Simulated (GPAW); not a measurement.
Runs of GPAW 26.7.0 on Ir. It takes space group Fm-3m (No. 225, cubic). Conventional cell: a = 3.831 Å, b = 3.831 Å, c = 3.831 Å, α = 90.00°, β = 90.00°, γ = 90.00°. Around Ir (site symmetry m-3m) lie 12 Ir at 2.71 Å. 

| task | level | potentials or basis | spin | cell | k mesh | optimizer | fmax | max steps | convergence | band path | gap on the mesh (eV) | pressure (GPa) | V0 of scaled cells (Å³/atom) | relaxed volume (Å³/atom) | B0 (GPa) |
| --- | --- | --- | --- | --- | --- | --- | --- | --- | --- | --- | --- | --- | --- | --- | --- |
| relaxation of cell and atoms | PBEsol+D3(BJ) | PAW data sets generated in the run's folder for this functional, pw | off | relaxed | 12 × 12 × 12 | FIRE | 0.02 eV/Å | 60 | density=1e-05 forces=0.0001 | - | none | 0.2 | - | (a) | - |
| band structure | r2SCAN | GPAW PAW data sets (gpaw-data 1.2.1), pw | off | as given | 12 × 12 × 12 | - | - | - | - | GXWKGLUWLK,UX | - | 4.4 | - | - | - |
| equation of state | LDA | the program's PAW data sets (release 1.2.1) made for this functional, pw | off | as given | 12 × 12 × 12 | - | - | - | - | - | - | - | 13.75 | - | (b) |
| band structure | r2SCAN | GPAW PAW data sets (gpaw-data 1.2.1), pw | SOC, no magnetisation | as given | 12 × 12 × 12 | - | - | - | - | GXWKGLUWLK,UX | - | 4.4 | - | - | - |
| relaxation of cell and atoms | PBEsol+D4 | PAW data sets generated in the run's folder for this functional, pw | off | relaxed | 12 × 12 × 12 | LBFGS | 0.05 eV/Å | 40 | density=1e-05 forces=0.0001 | - | none | -0.1 | - | 13.80 | - |
| band structure | r2SCAN | GPAW PAW data sets (gpaw-data 1.2.1), pw | SOC, no magnetisation | as given | 9 × 9 × 9 | - | - | - | - | GXWKGLUWLK,UX | - | 4.3 | - | - | - |
| equation of state | PBEsol+D3(BJ) | PAW data sets generated in the run's folder for this functional, pw | off | as given | 12 × 12 × 12 | - | - | - | - | - | - | - | 13.70 | - | 413 |

Alike in all rows: cutoff (eV) 600; smearing fermi-dirac 0.05 eV.

**Question.** Fill in the values left out.

**Answer.** (a) 13.69; (b) 406.

Caveats: the PAW data sets were made with another functional, which shifts forces and pressure a little (some runs); later steps reuse the first step's grids (some runs); pairwise dispersion overbinds metals, which lowers pressure and volume (some runs); spin-orbit coupling was added after a scalar SCF, so levels and gaps hold it while energy, forces, pressure and moments don't (some runs); this program's spin-orbit splittings come out too wide for heavy elements (some runs); spin-orbit coupling is left out, which moves the levels of the heavy elements (some runs).

A k mesh can miss the band edges, and rows without SOC leave out spin-orbit coupling on Ir.

A gap of «none» marks a metal or a gap under the smearing width.

Runs at the PBE level aren't shown here.
